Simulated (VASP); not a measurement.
# SiGe (R-3m) in VASP: band structure with PBEsol

Aim: the band structure of SiGe with PBEsol.

All numbers are computed with VASP 6.6.1; they aren't measurements. Logs are shortened: lines on timing, memory, paths and dates and some standing lists are left out, and cuts for length are marked.

**1. The crystal as given**

It takes space group R-3m (No. 166, trigonal). The conventional cell has a = 3.922 Å, b = 3.922 Å, c = 19.211 Å, α = 90.00°, β = 90.00°, γ = 120.00°. Ge (site symmetry 3m) has 1 Si at 2.40 Å and 3 Ge at 2.42 Å as nearest neighbours. Si (site symmetry 3m) is surrounded by 3 Si at 2.38 Å and 1 Ge at 2.40 Å.

The cell comes from a database or a generator and needn't be the stable form of this composition.

**2. Band structure, PBEsol**

Contents of INCAR:

```
PREC = Accurate
ENCUT = 520
EDIFF = 1E-6
ISMEAR = 0
SIGMA = 0.02
LREAL = F
LASPH = T
NELM = 100
ALGO = Normal
ISIF = 2
LWAVE = F
LCHARG = F
GGA = PS
NBANDS = 26
```

Contents of KPOINTS:

```
Automatic mesh
0
Gamma
  12 12 12
```

Contents of POSCAR:

```
SiGe
1.0
    0.0000000000      2.7730400000      2.7730400000
    2.7730400000      0.0000000000      2.7730400000
    5.5457600000      5.5457600000      0.0003200000
Ge Si
2 2
Direct
    0.0031000000      0.0031000000      0.9953600000
    0.2469000000      0.2469000000      0.1296400000
    0.9970800000      0.9970800000      0.5043700000
    0.2529200000      0.2529200000      0.6206300000
```

Contents of KPOINTS_OPT:

```
path GLB1,BZGX,QFP1Z,LP
15
line-mode
reciprocal
 0.0000000000  0.0000000000  0.0000000000  G
 0.0000000000  0.5000000000  0.5000000000  L

 0.0000000000  0.5000000000  0.5000000000  L
-0.3750072132  0.3124963934  0.1249927868  B1

-0.3124963934  0.3124963934  0.5000000000  B
 0.0000000000  0.0000000000  0.5000000000  Z

 0.0000000000  0.0000000000  0.5000000000  Z
 0.0000000000  0.0000000000  0.0000000000  G

 0.0000000000  0.0000000000  0.0000000000  G
-0.3437518033  0.3437518033  0.0000000000  X

-0.3437518033  0.3124963934  0.3124963934  Q
-0.5000000000  0.0000000000  0.0000000000  F

-0.5000000000  0.0000000000  0.0000000000  F
-0.4687445901  0.0000000000  0.1875036066  P1

-0.4687445901  0.0000000000  0.1875036066  P1
 0.0000000000  0.0000000000  0.5000000000  Z

 0.0000000000  0.5000000000  0.5000000000  L
 0.0000000000  0.4687445901  0.8124963934  P
```

Potentials or basis: VASP PAW PBE potentials, release 64 (Ge_d, Si).

The run is started by

```console
> cat potpaw_PBE.64/Ge_d/POTCAR potpaw_PBE.64/Si/POTCAR > POTCAR
> mpirun -np 1 vasp_std > vasp.out
```

OUTCAR:

```text
PREC = Accurate
   ENCUT = 520
   EDIFF = 1E-6
   ISMEAR = 0
   LREAL = F
   LASPH = T
   NELM = 100
   ISIF = 2
   GGA = PS

 ion  position               nearest neighbor table
   1  0.003  0.003  0.995-   4 2.40   2 2.42   2 2.42   2 2.42
   2  0.247  0.247  0.130-   3 2.40   1 2.42   1 2.42   1 2.42
   3  0.997  0.997  0.504-   4 2.38   4 2.38   4 2.38   2 2.40
   4  0.253  0.253  0.621-   3 2.38   3 2.38   3 2.38   1 2.40

  LATTYP: Found a trigonal (rhomboedric) cell.
 ALAT       =     6.7920104810
 COS(alpha) =     0.8333076868

  Lattice vectors:

 A1 = (   5.5457600000,   2.7727200000,  -2.7727200000)
 A2 = (   2.7727200000,   2.7727200000,  -5.5457600000)
 A3 = (   2.7727200000,   5.5457600000,  -2.7727200000)

Analysis of symmetry for initial positions (statically):
=====================================================================
 Subroutine PRICEL returns:
 Original cell was already a primitive cell.

 Routine SETGRP: Setting up the symmetry group for a
 trigonal (rhombohedral) supercell.

 Subroutine GETGRP returns: Found  4 space group operations
 (whereof  2 operations were pure point group operations)
 out of a pool of 12 trial point group operations.

The static configuration has the point symmetry C_1h.
 The point group associated with its full space group is C_2h.

Analysis of symmetry for dynamics (positions and initial velocities):
=====================================================================
 Subroutine PRICEL returns:
 Original cell was already a primitive cell.

 Routine SETGRP: Setting up the symmetry group for a
 trigonal (rhombohedral) supercell.

 Subroutine GETGRP returns: Found  4 space group operations
 (whereof  2 operations were pure point group operations)
 out of a pool of 12 trial point group operations.

The dynamic configuration has the point symmetry C_1h.
 The point group associated with its full space group is C_2h.

 Subroutine INISYM returns: Found  4 space group operations
 (whereof  2 operations are pure point group operations),
 and found     1 'primitive' translations

----------------------------------------------------------------------------------------

                                     Primitive cell
[... 92 lines left out ...]
   LASPH  =      T    aspherical Exc in radial PAW
   ENCUT  =  520.0 eV  38.22 Ry    6.18 a.u.   7.29  7.29 14.58*2*pi/ulx,y,z
   NELM   =    100;   NELMIN=  2; NELMDL= -5     # of ELM steps
   EDIFF  = 0.1E-05   stopping-criterion for ELM
   LREAL  =      F    real-space projection
   EDIFFG = 0.1E-04   stopping-criterion for IOM
   NSW    =      0    number of steps for IOM
   IBRION =     -1    ionic relax: 0-MD 1-quasi-New 2-CG
   NFREE  =      0    steps in history (QN), initial steepest desc. (CG)
   ISIF   =      2    stress and relaxation
   ISYM   =      2    0-nonsym 1-usesym 2-fastsym
   POTIM  = 0.5000    time-step for ionic-motion
   TEBEG  =    0.0;   TEEND  =   0.0 temperature during run
   PSTRESS=    0.0 pullay stress
   NELECT =      36.0000    total number of electrons
   NUPDOWN=      -1.0000    fix difference up-down
   EMIN   =  10.00;   EMAX   =-10.00  energy-range for DOS
   EFERMI =   0.00;   METHOD = LEGACY
   ISMEAR =     0;   SIGMA  =   0.02  broadening in eV -4-tet -1-fermi 0-gaus
   EFERMI_NEDOS =   21; number of points for ismear=-14 and -15
   IALGO  =     38    algorithm
   IMIX   =      4    mixing-type and parameters
     AMIX     =   0.40;   BMIX     =  1.00
     AMIX_MAG =   1.60;   BMIX_MAG =  1.00
  volume/ion in A,a.u.               =      21.32       143.89
  Fermi-wavevector in a.u.,A,eV,Ry     =   1.228039  2.320657 20.518662  1.508079
  Thomas-Fermi vector in A             =   2.362979
   LORBIT       =      0    0 simple, 1 ext, 2 COOP (PROOUT), +10 PAW based schemes
   GGA     = PS    functional components
   LHFCALC =     F    Hartree Fock is set to
   AEXX    =    0.0000 exact exchange contribution
   IVDW    =     0    specifies the selected vdW correction
   LEPSILON=     F    determine dielectric tensor
   LRPA    =     F    only Hartree local field effects (RPA)
 non-spin polarized calculation
 Gauss-broadening in eV      SIGMA  =   0.02
  energy-cutoff  :      520.00
  volume of cell :       85.29
 maximum number of plane-waves:      2322
 NGX is ok and might be reduce to    30
   NGX = 15   NGY = 15   NGZ = 29

 number of electron      35.9999999 magnetization

 Free energy of the ion-electron system (eV)
  ---------------------------------------------------
  ext. energy  EPLUGINS =         0.00000000
  ---------------------------------------------------
  free energy    TOTEN  =       -21.31004618 eV

  energy without entropy =      -21.31004618  energy(sigma->0) =      -21.31004618

 E-fermi :   5.5761     XC(G=0):  -9.8665

 val. band max:        5.4042965620   @ k =   0.0000   0.0000   0.0000
 cond. band min:       5.7367020116   @ k =   0.4167   0.4167  -0.0000
 fundamental gap:      0.3324054496
 Fermi energy:         5.5761275650

 k-point     1 :       0.0000    0.0000    0.0000
  band No.  band energies     occupation
      1     -19.1779      2.00000
      2     -19.1778      2.00000
      3     -19.0946      2.00000
      4     -19.0946      2.00000
      5     -19.0192      2.00000
      6     -19.0182      2.00000
[... 685 lines left out ...]
     25      11.6574      0.00000
     26      12.5584      0.00000

 [... further k-points ...]

------------------------ aborting loop because EDIFF is reached ----------------------------------------

  FORCE on cell =-STRESS in cart. coord.  units (eV):
  Direction    XX          YY          ZZ          XY          YZ          ZX
  --------------------------------------------------------------------------------------
  -------------------------------------------------------------------------------------
  Total        0.0378291      0.0378291      0.0377690      0.0088028     -0.0085498     -0.0085498
  in kB        0.7106340      0.7106340      0.7095049      0.1653646     -0.1606111     -0.1606118
  external PRESSURE =       0.7102576 kB  Pullay stress =       0.0000000 kB

 VOLUME and BASIS-vectors are now :
 -----------------------------------------------------------------------------
  energy-cutoff  :      520.00
  volume of cell :       85.29
      direct lattice vectors                 reciprocal lattice vectors
     0.000000000  2.773040000  2.773040000    -0.180312735  0.180302330  0.180312735
     2.773040000  0.000000000  2.773040000     0.180302330 -0.180312735  0.180312735
     5.545760000  5.545760000  0.000320000     0.090161570  0.090161570 -0.090161570

 POSITION                                       TOTAL-FORCE (eV/Angst)
 -----------------------------------------------------------------------------------
      5.52862      5.52862      0.01751        -0.001582     -0.001582      0.000362
      1.40362      1.40362      1.36937         0.001582      0.001582     -0.000362
      5.56206      5.56206      5.53005        -0.000433     -0.000433      0.001692
      4.14322      4.14322      1.40291         0.000433      0.000433     -0.001692
 -----------------------------------------------------------------------------------
    total drift:                               -0.000000     -0.000000      0.000000

  FREE ENERGIE OF THE ION-ELECTRON SYSTEM (eV)
  ---------------------------------------------------
  free  energy   TOTEN  =       -21.3100461824 eV

  energy  without entropy=      -21.3100461824  energy(sigma->0) =      -21.31004618
```

stdout:

```text
POSCAR found type information on POSCAR GeSi
 POSCAR found :  2 types and       4 ions
 scaLAPACK will be used
 -----------------------------------------------------------------------------
|                                                                             |
|                                                                             |
|     You enforced a specific xc type in the INCAR file but a different       |
|     I HOPE YOU KNOW WHAT YOU ARE DOING!                                     |
|                                                                             |
 -----------------------------------------------------------------------------

 LDA part: xc-table for (Slater+PW92), standard interpolation
 POSCAR, INCAR and KPOINTS ok, starting setup
 FFT: planning ... GRIDC
 FFT: planning ... GRID_SOFT
 FFT: planning ... GRID
 WAVECAR not read
 entering main loop
 Start KPOINTS_OPT (optional k-point list driver)
k-point batch [1-135\135]
```

It took 18 min on 1 thread of Intel Xeon Platinum 8259CL at 2.50GHz (Skylake/Cascade Lake), shared host; peak memory 1.4 GiB.

What came out:

| Quantity | Value |
| --- | --- |
| Free energy | -21.3100 eV |
| Pressure | 0.1 GPa |
| Band gap on the k mesh | 0.33 eV, indirect (least direct gap 0.46 eV) |
| Band gap along the path | 0.35 eV, indirect (least direct gap 0.46 eV) |

Forces on the atoms (eV/Å):
```
Ge  -0.002 -0.002  0.000
Ge   0.002  0.002  0.000
Si   0.000  0.000  0.002
Si   0.000  0.000 -0.002
```

Levels at the corners of the path, in eV from the valence-band top:
```csv
point,band 14,band 15,band 16,band 17,band 18,band 19,band 20,band 21,band 22,band 23
Γ,-1.51,-1.51,-0.11,0.00,0.00,0.46,1.66,2.28,2.28,2.56
L,-6.85,-3.86,-3.72,-2.63,-2.23,0.92,1.70,4.04,4.49,5.26
L,-6.85,-3.86,-3.72,-2.63,-2.23,0.92,1.70,4.04,4.49,5.26
B1,-7.35,-4.47,-4.20,-2.57,-2.54,1.55,1.66,4.87,5.05,5.19
B,-7.35,-4.47,-4.20,-2.57,-2.54,1.55,1.66,4.87,5.05,5.19
Z,-4.18,-1.26,-1.26,-0.62,-0.62,1.16,1.28,2.98,2.98,3.88
Z,-4.18,-1.26,-1.26,-0.62,-0.62,1.16,1.28,2.98,2.98,3.88
Γ,-1.51,-1.51,-0.11,0.00,0.00,0.46,1.66,2.28,2.28,2.56
Γ,-1.51,-1.51,-0.11,0.00,0.00,0.46,1.66,2.28,2.28,2.56
X,-7.36,-4.63,-4.11,-2.81,-2.42,1.22,2.99,3.22,5.08,5.89
Q,-7.36,-4.63,-4.11,-2.81,-2.42,1.22,2.99,3.22,5.08,5.89
F,-7.36,-3.12,-3.09,-1.43,-1.38,0.46,0.52,0.69,3.36,3.52
F,-7.36,-3.12,-3.09,-1.43,-1.38,0.46,0.52,0.69,3.36,3.52
P1,-7.24,-3.23,-3.04,-2.27,-1.55,0.47,1.04,1.44,3.39,3.74
P1,-7.24,-3.23,-3.04,-2.27,-1.55,0.47,1.04,1.44,3.39,3.74
Z,-4.18,-1.26,-1.26,-0.62,-0.62,1.16,1.28,2.98,2.98,3.88
L,-6.85,-3.86,-3.72,-2.63,-2.23,0.92,1.70,4.04,4.49,5.26
P,-7.24,-3.23,-3.04,-2.27,-1.55,0.47,1.04,1.44,3.39,3.74
```

Caveat: the PAW data sets were made with another functional, which shifts forces and pressure a little. As with any semilocal functional, this PBEsol gap is likely too small.
